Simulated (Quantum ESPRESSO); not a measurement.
## BP (F-43m): zone-centre phonons

Aim: the zone-centre modes of BP (F-43m).

Calculated with Quantum ESPRESSO 7.5; DFT LDA, scalar-relativistic, plane waves, PseudoDojo norm-conserving pseudopotentials.

Experimental background.

For BP, zinc blende (metal-flux-grown single crystal, 100 K), “Thermal expansion coefficients of high thermal conducting BAs and BP materials” (2019, arxiv:1906.04101) gives, by single-crystal XRD (Mo K-alpha): lattice constant a (cubic a at 100 K) 4.5383 ± 0.0008 Å.

“Boron phosphide under pressure: in situ study by Raman scattering and X-ray diffraction” (2015, arxiv:1505.05714) reports for BP, zinc blende, by Raman scattering, 514.5 nm, backscattering (synthetic BP; powder or crystal not specified, 300 K): Raman mode (TO at Gamma (T2), ambient spectrum) 794 cm⁻¹ [very weak band; the pressure fit in the same paper quotes about 797 cm-1].

This is a report of a sequence of runs, with most program output left out.

## (1) Set-up

It takes space group F-43m (No. 216, cubic). Conventional cell: a = 4.538 Å, b = 4.538 Å, c = 4.538 Å, α = 90.00°, β = 90.00°, γ = 90.00°. B has 4 P at 1.97 Å nearest. Nearest to P lie 4 B at 1.97 Å. Farther neighbours are not listed.

## (2) A probe with smearing

Before anything dear is run, a loose run with smearing shows whether this is a metal and how far the cell is from rest.

Contents of probe.in:

```
 &control
    calculation='scf',
    prefix='x',
    outdir='./tmp',
    pseudo_dir='./pseudo',
    tprnfor=.true.,
    tstress=.true.,
    verbosity='high',
 /
 &system
    ibrav=0,
    nat=2,
    ntyp=2,
    ecutwfc=76.0,
    occupations='smearing',
    smearing='gaussian',
    degauss=0.01,
 /
 &electrons
    conv_thr=1.0d-07,
    mixing_beta=0.7,
    electron_maxstep=100,
 /
ATOMIC_SPECIES
 B      10.8100  B.upf
 P      30.9738  P.upf
CELL_PARAMETERS angstrom
     0.000000000    2.269000000    2.269000000
     2.269000000    0.000000000    2.269000000
     2.269000000    2.269000000    0.000000000
ATOMIC_POSITIONS crystal
 B      0.000000000   0.000000000   0.000000000
 P      0.250000000   0.250000000   0.250000000
K_POINTS automatic
 6 6 6 0 0 0
```

Command:

```
$ OMP_NUM_THREADS=1 mpirun -n 4 pw.x -nk 4 -in probe.in > probe.out
```

Run time: 4 s. Hardware: 4 MPI ranks of Intel Xeon at 2.50GHz (Skylake/Cascade Lake), shared host; 14 s of CPU time.

Numbers from this step:

* volume per atom: 11.68 Å³
* pressure: -5.467 GPa
* gap on the k-mesh: 1.315 eV

A gap of 1.3 eV opens on this mesh, so the crystal is taken as an insulator; the start stands at -5.5 GPa.

## (3) Relaxation

The relaxation runs at a cutoff a fifth above that of the response, since stress converges more slowly with the basis than frequencies do. Forces and stress are brought to rest with tight thresholds.

Contents of relax.in:

```
 &control
    calculation='vc-relax',
    prefix='x',
    outdir='./tmp',
    pseudo_dir='./pseudo',
    tprnfor=.true.,
    tstress=.true.,
    forc_conv_thr=2.0d-05,
    etot_conv_thr=1.0d-07,
    nstep=40,
 /
 &system
    ibrav=0,
    nat=2,
    ntyp=2,
    ecutwfc=91,
    occupations='fixed',
    nbnd=6,
 /
 &electrons
    conv_thr=1.0d-11,
    mixing_beta=0.7,
    electron_maxstep=100,
 /
 &ions
 /
 &cell
    press_conv_thr=0.2,
 /
ATOMIC_SPECIES
 B      10.8100  B.upf
 P      30.9738  P.upf
CELL_PARAMETERS angstrom
     0.000000000    2.269000000    2.269000000
     2.269000000    0.000000000    2.269000000
     2.269000000    2.269000000    0.000000000
ATOMIC_POSITIONS crystal
 B      0.000000000   0.000000000   0.000000000
 P      0.250000000   0.250000000   0.250000000
K_POINTS automatic
 8 8 8 0 0 0
```

Command:

```
$ OMP_NUM_THREADS=1 mpirun -n 4 pw.x -nk 4 -in relax.in > relax.out
```

Wall time 41 s (4 MPI ranks).

The steps of the relaxation:

```tsv
step	energy less that of the first step (eV)	largest force (eV/Å)	pressure (GPa)	volume (Å³)
1	0.0000	0.0000	-5.54	23.36
2	-0.0134	0.0000	-0.93	22.71
3	-0.0138	0.0000	0.04	22.58
4	-0.0138	0.0000	0.00	22.59
5	-0.0137	0.0000	0.00	22.59
```

```tsv
conventional cell, symmetrised	before	after	change
a (Å)	4.538	4.487	-1.1 %
b (Å)	4.538	4.487	-1.1 %
c (Å)	4.538	4.487	-1.1 %
volume (Å³/atom)	11.68	11.29	-3.3 %
```

The relaxed structure:

```xyz
2
Lattice="0.0000 2.2436 2.2436 2.2436 0.0000 2.2436 2.2436 2.2436 0.0000" Properties=species:S:1:pos:R:3 pbc="T T T"
B     0.0000    0.0000    0.0000
P     1.1218    1.1218    1.1218
```

The last row of the table of steps is pw.x's closing run on a basis chosen anew for the final cell, so its energy can jump.

Read from the output:

```yaml
volume_per_atom: 11.29 Å³
pressure: -0.001 GPa
gap_on_the_k_mesh: 1.196 eV
```

The volume changes by -3.3 % from the cell with which this run began.

## (4) Ground state

The response is built on this ground state, so it is converged far tighter than an energy would need. With a gap, occupations are fixed, which also allows the response to an electric field.

Contents of scf.in:

```
 &control
    calculation='scf',
    prefix='x',
    outdir='./tmp',
    pseudo_dir='./pseudo',
    tprnfor=.true.,
    tstress=.true.,
 /
 &system
    ibrav=0,
    nat=2,
    ntyp=2,
    ecutwfc=76.0,
    occupations='fixed',
    nbnd=6,
 /
 &electrons
    conv_thr=1.0d-12,
    mixing_beta=0.7,
    electron_maxstep=100,
 /
ATOMIC_SPECIES
 B      10.8100  B.upf
 P      30.9738  P.upf
CELL_PARAMETERS angstrom
     0.000000000    2.243617472    2.243617472
     2.243617472    0.000000000    2.243617472
     2.243617472    2.243617472    0.000000000
ATOMIC_POSITIONS crystal
 B      0.000000000   0.000000000   0.000000000
 P      0.250000000   0.250000000   0.250000000
K_POINTS automatic
 8 8 8 0 0 0
```

Command:

```
$ OMP_NUM_THREADS=1 mpirun -n 4 pw.x -nk 4 -in scf.in > scf.out
```

Run time: 12 s. Hardware: 4 MPI ranks.

Numbers from this step:

```
pressure : -0.04400 GPa
```

The cell stands at -0.044 GPa, close enough for phonons.

## (5) Linear response at Γ

At q = 0 one unit cell holds all displacements; symmetry groups them into irreducible representations that are solved one by one. The response to a field gives ε∞ and the Born charges, which polar modes need.

Contents of ph.in:

```
phonons
 &inputph
    prefix='x',
    outdir='./tmp',
    fildyn='g.dyn',
    tr2_ph=1.0d-18,
    epsil=.true.,
 /
0.000000000000 0.000000000000 0.000000000000
```

Command:

```
$ OMP_NUM_THREADS=1 mpirun -n 4 ph.x -nk 4 -in ph.in > ph.out
```

Wall time 82 s (4 MPI ranks).

This step gave:

```
miss of the charge sum rule                                       : 0.07311 e
largest acoustic frequency at the zone centre before the sum rule : -0.45 cm⁻¹
highest optical zone-centre mode (no LO-TO term)                  : 821.4 cm⁻¹
lowest optical zone-centre mode                                   : 821.4 cm⁻¹
mean high-frequency dielectric constant                           : 9.461
largest Born charge in size (third of the trace)                  : 0.6768 e
```

Born charge (rows field, columns displacement), before the sum rule (e), principal values of the symmetric part by kind of site:

```tsv
atom	atoms with these values	low	middle	high	mean
B1	1	-0.6768	-0.6768	-0.6768	-0.6768
P2	1	0.6037	0.6037	0.6037	0.6037
```

In full for P2:

```
0.6037 0.0000 0.0000
0.0000 0.6037 0.0000
0.0000 0.0000 0.6037
```

High-frequency dielectric tensor:

```
9.46 0.00 0.00
0.00 9.46 0.00
0.00 0.00 9.46
```

The acoustic modes at Γ come out as far as 0.5 cm⁻¹ from zero, where they should vanish, a small numerical error; the Born charges miss their sum rule by 0.073 e, too much: mesh or cutoff is short for the field response.

## (6) Modes with the sum rule

A rigid shift of the crystal must cost nothing, but grids and finite bases break this; the acoustic sum rule is imposed before the matrix is diagonalised again. With Born charges the intensities follow, and the static dielectric tensor.

Contents of dynmat.in:

```
 &input
    fildyn='g.dyn',
    asr='simple',
    fileig='dynmat.eig',
    lperm=.true.,
 /
```

Command:

```
$ dynmat.x -in dynmat.in > dynmat.out
```

Elapsed: 1.1 s, on 1 thread.

This step gave:

- mean static dielectric constant: 9.626

Unit eigenvectors of the mass-weighted matrix after the sum rule; no LO-TO term. Modes at Γ, with each element's share of the kinetic energy:

```tsv
mode	frequency (cm⁻¹)	symmetry	B %	P %
1	0.0	acoustic	26	74
2	0.0	acoustic	26	74
3	0.0	acoustic	26	74
4	821.4	T2	74	26
5	821.4	T2	74	26
6	821.4	T2	74	26
```

Displacements in mode 5 (821.4 cm⁻¹), the largest set to 1:
```
B1   0.00  0.00  1.00
P2   0.00  0.00 -0.35
```

Degenerate modes summed, no LO-TO term. Lines of the infrared spectrum (strongest = 100):

```tsv
position (cm⁻¹)	lines merged	label	IR intensity, relative
821	3	T2	100
```

Static dielectric tensor (ions relaxed, fixed cell):

```
9.63 0.00 0.00
0.00 9.63 0.00
0.00 0.00 9.63
```

The rule moves no optical mode by more than 0.1 cm⁻¹.

## (7) Modes along a direction of q (1 0 0)

A longitudinal polar mode sets up a macroscopic field that stiffens it; the term hangs on the direction from which q goes to zero.

Contents of dynmat.in:

```
 &input
    fildyn='g.dyn',
    asr='simple',
    fileig='dynmat.eig',
    q(1)=1.0,
    q(2)=0.0,
    q(3)=0.0,
 /
```

Command:

```
$ dynmat.x -in dynmat.in > dynmat.out
```

Elapsed: 0.88 s, on 1 thread.

Numbers from this step:

- highest mode moved by the LO-TO term: 828.6 cm⁻¹

Zone-centre frequencies as printed; negative means imaginary. Modes:

```tsv
mode	frequency (cm⁻¹)
1	0
2	0
3	0
4	821.4
5	821.4
6	828.6
```

The field moves one mode, from 821 to 829 cm⁻¹; the others stay.

## (8) Summary of results

- space group after relaxation: F-43m
- volume per atom: 11.3 Å³
- gap on the k-mesh: 1.20 eV
- highest optical zone-centre mode (no LO-TO term): 821.4 cm⁻¹
- highest mode moved by the LO-TO term (probably not converged in the k mesh): 828.6 cm⁻¹
- mean high-frequency dielectric constant (probably not converged in the k mesh): 9.46
- largest Born charge in size (third of the trace) (probably not converged in the k mesh): 0.677 e
- mean static dielectric constant (probably not converged in the k mesh): 9.63
- imaginary optical modes at the zone centre (no q mesh in this session): none

In words: At the LDA level the optical modes of BP (F-43m) at the zone centre (no LO-TO term) lie at 821 cm⁻¹. Along the directions run, the highest mode that the macroscopic field moves lies at 829 cm⁻¹. Lattice motion raises the mean dielectric constant from 9.461 to 9.626. The Born charges miss their sum rule by 0.073 e, a sign that the k mesh or the cutoff is short for the field response. ε∞, the Born charges and what follows from them are probably not converged in the k mesh. The Lyddane-Sachs-Teller relation holds: (ωLO/ωTO)² is 1.02 and ε₀/ε∞ is 1.02. Left out of this account: PBE with PseudoDojo NC, since it is gradient-corrected and no frozen-mode check or second program bears its response out; PBEsol with PseudoDojo NC, since it is gradient-corrected and no frozen-mode check or second program bears its response out. What is said of the levels holds for those shown. These are harmonic frequencies at zero temperature: anharmonic shifts and linewidths and thermal expansion are left out.

Calculation against experiment:

```
                                      quantity  measured  LDA PseudoDojo norm-conserving, Quantum ESPRESSO
                        lattice constant a (Å)    4.5383                                    4.487 (-1.1 %)
Raman mode, TO at Gamma (T2), ambient … (cm⁻¹)       794                                      821 (+3.5 %)
```

Measured values from arxiv:1906.04101 (2019) and arxiv:1505.05714 (2015).

How well it matches: The lattice constant a is off by -1.1 %: fair agreement. The Raman mode is off by +3.5 %: fair agreement. The grades are ours: good and fair within 0.7 and 1.5 % for the lattice constant a and 3 and 7 % for the Raman mode. For lattice constants and Raman mode the calculation has a static lattice, without zero-point motion or thermal expansion (measured at up to 300 K). Limits of convergence are named above.

[Host names and launcher messages were left out of these logs when they were recorded.]

[Logs are printed without paths, hosts, clocks, repeated set-up lines and the standing remarks that a program may print on its own settings, such as how far it seeks lower states.]

[Hosts, paths, dates, database ids (printed as entryN), source tags and the programs' standing remarks are cut or masked in the printed files.]
